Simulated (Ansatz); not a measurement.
Method: DFT PBE, scalar-relativistic, plane waves, PAW in Ansatz. Settings: cutoff 420 eV, Γ-centred meshes spaced at most about 0.3 Å⁻¹, and about 0.25 Å⁻¹ or finer for metals (2π included), Gaussian smearing. Spin is collinear.

These are static total energies at zero pressure.

Compare these two cells of Co2Si, each relaxed at this level.

A. (parallel moments up to 0.9 μB)

```cif
data_structure
_symmetry_space_group_name_H-M 'P-62m'
_symmetry_Int_Tables_number 189
_cell_length_a 5.8152
_cell_length_b 5.8152
_cell_length_c 3.4689
_cell_angle_alpha 90.000
_cell_angle_beta 90.000
_cell_angle_gamma 120.000
_cell_volume 101.59
loop_
_atom_site_label
_atom_site_type_symbol
_atom_site_symmetry_multiplicity
_atom_site_Wyckoff_symbol
_atom_site_fract_x
_atom_site_fract_y
_atom_site_fract_z
_atom_site_occupancy
Si1 Si 2 c 0.66667 0.33333 0.00000 1
Si2 Si 1 b 0.00000 0.00000 0.50000 1
Co1 Co 3 f 0.25301 0.00000 0.00000 1
Co2 Co 3 g 0.59222 0.00000 0.50000 1
```

B. (parallel moments up to 0.8 μB)

```cif
data_structure
_symmetry_space_group_name_H-M 'I4/mmm'
_symmetry_Int_Tables_number 139
_cell_length_a 2.7358
_cell_length_b 2.7358
_cell_length_c 8.6169
_cell_angle_alpha 90.000
_cell_angle_beta 90.000
_cell_angle_gamma 90.000
_cell_volume 64.49
loop_
_atom_site_label
_atom_site_type_symbol
_atom_site_symmetry_multiplicity
_atom_site_Wyckoff_symbol
_atom_site_fract_x
_atom_site_fract_y
_atom_site_fract_z
_atom_site_occupancy
Si1 Si 2 a 0.00000 0.00000 0.00000 1
Co1 Co 4 e 0.00000 0.00000 0.34617 1
```

Question: Which would you expect to be lower, and how large is the difference?

Answer: A is lower, by 27 meV/atom. A has the Fe2P type, space group P-62m (No. 189), 11.3 Å³/atom and no gap on its mesh; B has Si and Co ordered on bcc sites, space group I4/mmm (No. 139), 10.7 Å³/atom and no gap. Counting Si atoms around Co (those within 1.25 times the shortest such distance or 1.15 times the sum of covalent radii; a slash parts the counts of unlike sites), A has Co 4/5 and B has Co 4. The lower one is the more open, so pressure narrows the difference. In A, Si on a site of symmetry -6 is surrounded by 3 Co at 2.21 Å and 6 Co at 2.47 Å; Si on a site of symmetry -62m has 9 Co at 2.27–2.37 Å; around Co on its first site lie 4 Si at 2.21–2.27 Å and 8 Co at 2.55–2.70 Å; 1 more site not described. In B, Si is surrounded by 8 Co at 2.35 Å, 4 Si at 2.74 Å and 2 Co at 2.98 Å; Co has 4 Si at 2.35 Å, 9 Co at 2.55–2.74 Å and 1 Si at 2.98 Å. Both come from invented guesses. The lowest form computed isn't among them: it has space group Pnma (No. 62), 10.6 Å³/atom, is reached from a cell as deposited in COD and lies 100 meV/atom below the best shown.

The k mesh leaves some 4 meV/atom of noise in the energy of each metallic cell. Another magnetic order may lie lower. Cells relaxed within their symmetry can be saddle points. Some types were kept out of the candidates beforehand, so the set may lack a known form.
